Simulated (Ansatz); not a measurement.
Crystal: AlNi.

```
Ni Al
1.0
     2.88100    0.00000    0.00000
     0.00000    2.88100    0.00000
     0.00000    0.00000    2.88100
Ni Al
1 1
Direct
  0.50000 0.50000 0.50000
  0.00000 0.00000 0.00000
```

| Quantity | Value |
| --- | --- |
| Program | Ansatz 0.2.0 |
| Task | relaxation of cell and atoms |
| Functional | RPBE |
| Dispersion | D3(BJ) |
| Potentials or basis | all-electron LAPW, scalar-relativistic |
| Basis error allowed | 0.001 eV/atom |
| k mesh | 9 × 9 × 9 |
| Occupations | fermi-dirac, width 0.05 eV |
| Spin | collinear spin, ferromagnetic start |
| Starting moments | [1.0, 0.0] μB |

At the start: volume 11.96 Å³/atom.

Question: How do energy, volume and symmetry change on relaxing?

Answer: Over 5 steps the energy falls by 137.5 meV/atom and the volume is 10.38 Å³/atom (-13.2 %); space group Pm-3m (No. 221, to 0.05 Å); moment 0.00 μB per cell.

The path:
| step | energy change (eV) | largest force (eV/Å) | volume (Å³) |
| --- | --- | --- | --- |
| 1 | 0.0000 | 0.0000 | 23.91 |
| 2 | -0.2395 | 0.0000 | 21.81 |
| 3 | -0.2723 | 0.0000 | 20.49 |
| 4 | -0.2750 | 0.0000 | 20.76 |
| 5 | -0.2750 | 0.0000 | 20.76 |

Final structure:
```cif
data_structure
_symmetry_space_group_name_H-M 'P 1'
_symmetry_Int_Tables_number 1
_cell_length_a 2.7485
_cell_length_b 2.7485
_cell_length_c 2.7485
_cell_angle_alpha 90.000
_cell_angle_beta 90.000
_cell_angle_gamma 90.000
_cell_volume 20.76
loop_
_atom_site_label
_atom_site_type_symbol
_atom_site_fract_x
_atom_site_fract_y
_atom_site_fract_z
_atom_site_occupancy
Ni1 Ni 0.50000 0.50000 0.50000 1
Al1 Al 0.00000 0.00000 0.00000 1
```

Caveat: the volume moved by -13 % from the deposited cell, more than functionals usually miss; the starting moments weren't kept.
